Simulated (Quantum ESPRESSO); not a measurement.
# Ni (Fm-3m) in Quantum ESPRESSO: single point with PBE

Aim: the single point of Ni with PBE.

Everything below comes from runs of Quantum ESPRESSO 7.5. Logs are shortened: lines on timing, memory, paths and dates and some standing lists are left out, and cuts for length are marked.

## 1. The crystal as given

It takes space group Fm-3m (No. 225, cubic). The conventional cell has a = 3.475 Å, b = 3.475 Å, c = 3.475 Å, α = 90.00°, β = 90.00°, γ = 90.00°. Ni (site symmetry m-3m) is surrounded by 12 Ni at 2.46 Å.

## 2. Single point, PBE, collinear spin, ferromagnetic start

Input file pw.in:

```
&CONTROL
  calculation = 'scf'
  prefix = 'pwscf'
  outdir = './tmp'
  pseudo_dir = './pseudo'
  tprnfor = .true.
  tstress = .true.
  disk_io = 'nowf'
/
&SYSTEM
  ibrav = 0
  nat = 1
  ntyp = 1
  ecutwfc = 103
  nbnd = 18
  occupations = 'smearing'
  smearing = 'fd'
  degauss = 0.00367493
  nspin = 2
  starting_magnetization(1) = 0.0556
/
&ELECTRONS
  conv_thr = 2d-10
  electron_maxstep = 120
  mixing_beta = 0.3
/
ATOMIC_SPECIES
Ni    58.6934 Ni.upf
CELL_PARAMETERS angstrom
   0.0000000000    1.7375729330    1.7375729330
   1.7375729330    0.0000000000    1.7375729330
   1.7375729330    1.7375729330    0.0000000000
ATOMIC_POSITIONS crystal
Ni     0.0000000000    0.0000000000    0.0000000000
K_POINTS automatic
4 4 4 0 0 0
```

Potentials or basis: Ansatz NC SR PBE.

The run is started by

```bash
> OMP_NUM_THREADS=1 pw.x -in pw.in > pw.out
```

pw.out:

```text
[... set-up lines left out ...]
     Self-consistent Calculation

     iteration #  1     ecut=   103.00 Ry     beta= 0.30
     Davidson diagonalization with overlap
     ethr =  1.00E-02,  avg # of iterations =  5.6

     Threshold (ethr) on eigenvalues was too large:
     Diagonalizing with lowered threshold

     Davidson diagonalization with overlap
     ethr =  3.56E-05,  avg # of iterations =  3.3

     total energy              =    -340.75646497 Ry
     estimated scf accuracy    <       0.00640365 Ry

     total magnetization       =     0.59 Bohr mag/cell
     absolute magnetization    =     0.67 Bohr mag/cell

     iteration #  2     ecut=   103.00 Ry     beta= 0.30
     Davidson diagonalization with overlap
     ethr =  3.56E-05,  avg # of iterations =  1.0

     total energy              =    -340.75779071 Ry
     estimated scf accuracy    <       0.00302066 Ry

     total magnetization       =     0.59 Bohr mag/cell
     absolute magnetization    =     0.67 Bohr mag/cell

     iteration #  3     ecut=   103.00 Ry     beta= 0.30
     Davidson diagonalization with overlap
     ethr =  1.68E-05,  avg # of iterations =  1.0

     total energy              =    -340.75801125 Ry
     estimated scf accuracy    <       0.00027329 Ry

     total magnetization       =     0.59 Bohr mag/cell
     absolute magnetization    =     0.69 Bohr mag/cell

     iteration #  4     ecut=   103.00 Ry     beta= 0.30
     Davidson diagonalization with overlap
     ethr =  1.52E-06,  avg # of iterations =  1.5

     total energy              =    -340.75803974 Ry
     estimated scf accuracy    <       0.00001952 Ry

     total magnetization       =     0.59 Bohr mag/cell
     absolute magnetization    =     0.70 Bohr mag/cell

     iteration #  5     ecut=   103.00 Ry     beta= 0.30
     Davidson diagonalization with overlap
     ethr =  1.08E-07,  avg # of iterations =  1.8

     total energy              =    -340.75804824 Ry
     estimated scf accuracy    <       0.00000201 Ry

     total magnetization       =     0.59 Bohr mag/cell
     absolute magnetization    =     0.70 Bohr mag/cell

     iteration #  6     ecut=   103.00 Ry     beta= 0.30
     Davidson diagonalization with overlap
     ethr =  1.12E-08,  avg # of iterations =  1.0

     total energy              =    -340.75804826 Ry
     estimated scf accuracy    <       0.00000153 Ry

     total magnetization       =     0.59 Bohr mag/cell
     absolute magnetization    =     0.70 Bohr mag/cell

     iteration #  7     ecut=   103.00 Ry     beta= 0.30
     Davidson diagonalization with overlap
     ethr =  8.51E-09,  avg # of iterations =  2.0

     total energy              =    -340.75804873 Ry
     estimated scf accuracy    <       0.00000006 Ry

     total magnetization       =     0.59 Bohr mag/cell
     absolute magnetization    =     0.71 Bohr mag/cell

     iteration #  8     ecut=   103.00 Ry     beta= 0.30
     Davidson diagonalization with overlap
     ethr =  3.06E-10,  avg # of iterations =  1.0

     total energy              =    -340.75804872 Ry
     estimated scf accuracy    <       0.00000003 Ry

     total magnetization       =     0.59 Bohr mag/cell
     absolute magnetization    =     0.71 Bohr mag/cell

     iteration #  9     ecut=   103.00 Ry     beta= 0.30
     Davidson diagonalization with overlap
     ethr =  1.54E-10,  avg # of iterations =  1.5

     total energy              =    -340.75804873 Ry
     estimated scf accuracy    <          3.7E-10 Ry

     total magnetization       =     0.59 Bohr mag/cell
     absolute magnetization    =     0.71 Bohr mag/cell

     iteration # 10     ecut=   103.00 Ry     beta= 0.30
     Davidson diagonalization with overlap
     ethr =  2.05E-12,  avg # of iterations =  1.6

     Magnetic moment per site  (integrated on atomic sphere of radius R)
     atom   1 (R=0.413)  charge= 16.6674  magn=  0.6393

     End of self-consistent calculation

 ------ SPIN UP ------------

          k = 0.0000 0.0000 0.0000 (  1243 PWs)   bands (ev):

   -84.6316 -44.8981 -44.8981 -44.8981   9.7565  16.5152  16.5152  16.5152
    17.7835  17.7835  42.8958  47.1107  47.1107  47.1107  49.7754  49.7754
    49.7754  53.1986

          k = 0.1768 0.1768-0.1768 (  1257 PWs)   bands (ev):

   -84.6118 -45.0232 -44.9160 -44.9160  12.0395  16.1711  16.7603  16.7603
    17.8470  17.8470  33.7941  43.0620  44.9382  44.9382  50.4298  50.4298
    51.6923  57.1100

          k =-0.3536-0.3536 0.3536 (  1224 PWs)   bands (ev):

   -84.5920 -45.1471 -44.9339 -44.9339  13.9886  16.5422  16.5422  18.4706
    18.4706  18.6638  24.9658  41.4156  44.2801  44.2801  46.8746  46.8746
    53.6109  66.4424

          k = 0.3536 0.0000 0.0000 (  1283 PWs)   bands (ev):

   -84.6053 -45.0181 -44.9446 -44.9446  12.7090  15.5369  17.1408  17.4036
    17.4036  18.1544  38.7099  38.7099  39.4002  40.1437  45.4018  58.6151
    58.6151  59.4484

          k =-0.1768-0.5303 0.5303 (  1240 PWs)   bands (ev):

   -84.5855 -45.1050 -44.9984 -44.9625  14.7666  15.4396  16.5645  17.4572
    18.5212  21.3730  27.7451  33.9500  37.6109  41.2422  51.9184  55.6148
    56.5137  63.5496

          k = 0.0000-0.3536 0.3536 (  1264 PWs)   bands (ev):

   -84.5921 -45.0765 -45.0036 -44.9340  14.6394  15.8343  16.1786  17.3182
    17.6222  20.0912  30.8421  32.2827  42.4658  43.0860  51.6831  52.9508
    56.1655  59.5013

          k =-0.7071 0.0000 0.0000 (  1234 PWs)   bands (ev):

   -84.5790 -45.1336 -44.9911 -44.9911  14.1760  14.6416  18.5382  18.6003
    18.6003  21.4901  28.5903  34.1621  34.1621  39.0646  42.9903  63.7898
    68.8630  70.9665

          k =-0.7071 0.3536 0.0000 (  1232 PWs)   bands (ev):

   -84.5789 -45.0625 -45.0625 -44.9929  15.1069  15.8338  15.8338  17.7089
    18.6015  26.9693  26.9693  29.2509  30.5299  49.8390  49.8390  52.3826
    57.3966  69.2936

 ------ SPIN DOWN ----------

          k = 0.0000 0.0000 0.0000 (  1243 PWs)   bands (ev):

   -83.8801 -44.0925 -44.0925 -44.0925   9.6712  17.2954  17.2954  17.2954
    18.4090  18.4090  42.7049  47.0557  47.0557  47.0557  49.8781  49.8781
    49.8781  53.0398

          k = 0.1768 0.1768-0.1768 (  1257 PWs)   bands (ev):

   -83.8598 -44.2221 -44.1109 -44.1109  11.9892  16.8323  17.4868  17.4868
    18.5382  18.5382  33.9145  42.9134  44.9969  44.9969  50.4152  50.4152
    51.6191  57.2010

          k =-0.3536-0.3536 0.3536 (  1224 PWs)   bands (ev):

   -83.8394 -44.3503 -44.1293 -44.1293  14.4118  17.1885  17.1885  18.5636
    19.2678  19.2678  25.3817  41.2446  44.3006  44.3006  46.9191  46.9191
    53.6659  66.4679

          k = 0.3536 0.0000 0.0000 (  1283 PWs)   bands (ev):

   -83.8531 -44.2167 -44.1405 -44.1405  12.6683  16.2322  17.6524  18.2238
    18.2238  18.7945  38.7509  38.7509  39.3801  40.2142  45.5138  58.5007
    58.5007  59.3859

          k =-0.1768-0.5303 0.5303 (  1240 PWs)   bands (ev):

   -83.8328 -44.3065 -44.1961 -44.1590  15.1673  15.9329  17.1652  18.1368
    19.3308  21.7506  27.9281  34.0267  37.6263  41.2837  51.9516  55.5954
    56.4410  63.5639

          k = 0.0000-0.3536 0.3536 (  1264 PWs)   bands (ev):

   -83.8395 -44.2771 -44.2016 -44.1294  14.8015  16.4802  16.7266  17.9058
    18.4689  20.6844  31.0171  32.3661  42.5062  43.0384  51.5699  52.9628
    56.2432  59.5541

          k =-0.7071 0.0000 0.0000 (  1234 PWs)   bands (ev):

   -83.8261 -44.3361 -44.1885 -44.1885  14.5256  15.2698  19.1940  19.5063
    19.5063  21.4002  28.8253  34.1207  34.1207  39.2420  43.0763  63.7207
    68.7650  70.8746

          k =-0.7071 0.3536 0.0000 (  1232 PWs)   bands (ev):

   -83.8260 -44.2625 -44.2625 -44.1904  15.4999  16.4521  16.4521  18.3034
    19.5076  27.1282  27.1282  29.4129  30.6123  49.8094  49.8094  52.4251
    57.4677  69.2145

     the Fermi energy is    19.2448 ev

!    total energy              =    -340.75804873 Ry
     estimated scf accuracy    <          1.1E-10 Ry
     smearing contrib. (-TS)   =      -0.00101605 Ry
     internal energy E=F+TS    =    -340.75703267 Ry

     The total energy is F=E-TS. E is the sum of the following terms:
     one-electron contribution =    -167.29065410 Ry
     hartree contribution      =      96.40975036 Ry
     xc contribution           =     -43.67259783 Ry
     ewald contribution        =    -226.20353111 Ry

     total magnetization       =     0.59 Bohr mag/cell
     absolute magnetization    =     0.71 Bohr mag/cell

     convergence has been achieved in  10 iterations

     Forces acting on atoms (cartesian axes, Ry/au):

     atom    1 type  1   force =     0.00000000    0.00000000    0.00000000

     Total force =     0.000000     Total SCF correction =     0.000000

     Computing stress (Cartesian axis) and pressure

          total   stress  (Ry/bohr**3)                   (kbar)     P=       46.23
   0.00031428  -0.00000000  -0.00000000           46.23       -0.00       -0.00
  -0.00000000   0.00031428  -0.00000000           -0.00       46.23       -0.00
  -0.00000000  -0.00000000   0.00031428           -0.00       -0.00       46.23

=------------------------------------------------------------------------------=
   JOB DONE.
=------------------------------------------------------------------------------=
```

Run time: 4.7 s. Hardware: 1 thread of Arm Neoverse V2, shared host; peak memory 0.05 GiB.

What came out:

* Free energy: -4636.2494 eV
* Pressure: 4.6 GPa
* Band gap on the k mesh: none (metal or under the smearing width)
* Net moment: 0.59 μB per cell
* Absolute moment: 0.71 μB per cell
* Site moments: Ni +0.64 μB
* Valence electrons inside the program's atomic spheres: Ni 16.67

Caveat: the k mesh is coarse (spacing up to 0.78 Å⁻¹), so the values aren't converged.
